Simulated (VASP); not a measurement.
Tm:

```
Tm
1.0
    -1.97055    1.97055    1.97055
     1.97055   -1.97055    1.97055
     1.97055    1.97055   -1.97055
Tm
1
Direct
  0.00000 0.00000 0.00000
```

This isn't the form of Tm at room conditions, which is hcp.

- Program: VASP 6.6.1
- Task: relaxation of cell and atoms
- Functional: PBE
- Dispersion: D2
- Potentials or basis: VASP PAW PBE potentials, release 64 (Tm)
- Cutoff: 600 eV
- k mesh: 7 × 7 × 7
- Occupations: fermi-dirac, width 0.05 eV
- Spin: collinear spin, ferromagnetic start
- Starting moments: [2.0] μB

At the start: pressure 1.5 GPa; volume 30.61 Å³/atom.

Task: Where does the relaxation end?

Result: Over 9 steps the energy falls by 5.6 meV/atom and the volume is 31.70 Å³/atom (+3.6 %); space group Im-3m (No. 229, to 0.05 Å); moment 1.14 μB per cell.

The path:
| step | energy change (eV) | largest force (eV/Å) | pressure (GPa) | volume (Å³) |
| --- | --- | --- | --- | --- |
| 1 | 0.0000 | 0.0000 | 1.50 | 30.61 |
| 2 | 0.0702 | 0.0000 | -0.30 | 31.89 |
| 3 | -0.0056 | 0.0000 | 0.11 | 31.67 |
| 4 | -0.0056 | 0.0000 | -0.07 | 31.73 |
| 5 | -0.0056 | 0.0000 | -0.14 | 31.70 |
| 6 | -0.0056 | 0.0000 | 0.11 | 31.58 |
| 7 | -0.0056 | 0.0000 | 0.14 | 31.67 |
| 8 | -0.0056 | 0.0000 | 0.14 | 31.69 |
| 9 | -0.0056 | 0.0000 | -0.04 | 31.70 |

Final structure:
```xyz
1
Lattice="-1.9936 1.9936 1.9936 1.9936 -1.9936 1.9936 1.9936 1.9936 -1.9936" Properties=species:S:1:pos:R:3 pbc="T T T"
Tm    0.0000    0.0000    0.0000
```

Caveat: the magnetic or orbital state may not be the lowest; atom-pairwise D2, TS and ULG terms overbind metals; pairwise dispersion overbinds metals, which lowers pressure and volume.
